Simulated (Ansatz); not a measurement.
# Pb: single point with PBEsol

Pb:

```
Pb
1.0
     0.00000    3.43900    3.43900
     3.43900    0.00000    3.43900
     3.43900    3.43900    0.00000
Pb
2
Direct
  0.25000 0.25000 0.25000
  0.00000 0.00000 0.00000
```

This isn't the form of Pb at room conditions, which is fcc.

```
Program             : Ansatz 0.2.0
Task                : single point
Functional          : PBEsol
Potentials or basis : all-electron LAPW, scalar-relativistic
Cutoff              : 231 eV (chosen from the basis error)
Basis error allowed : 0.001 eV/atom
k mesh              : 7 × 7 × 7
Occupations         : gaussian, width 0.02 eV
Spin                : no spin polarisation
```

```yaml
Pressure: 0.4 GPa
Band_gap_on_the_k_mesh: none (metal or under the smearing width)
```

Levels at points of the mesh, in eV from the Fermi level:
| k point | band 34 | band 35 | band 36 | band 37 | band 38 | band 39 |
| --- | --- | --- | --- | --- | --- | --- |
| (0.00, 0.00, 0.00) | -3.93 | 0.39 | 0.39 | 0.39 | 2.40 | 2.40 |

It took 10 s on 1 thread of Arm Neoverse V2 (shared host), peak memory 0.31 GiB.

The run has no spin-orbit coupling, so splittings on Pb are missing.
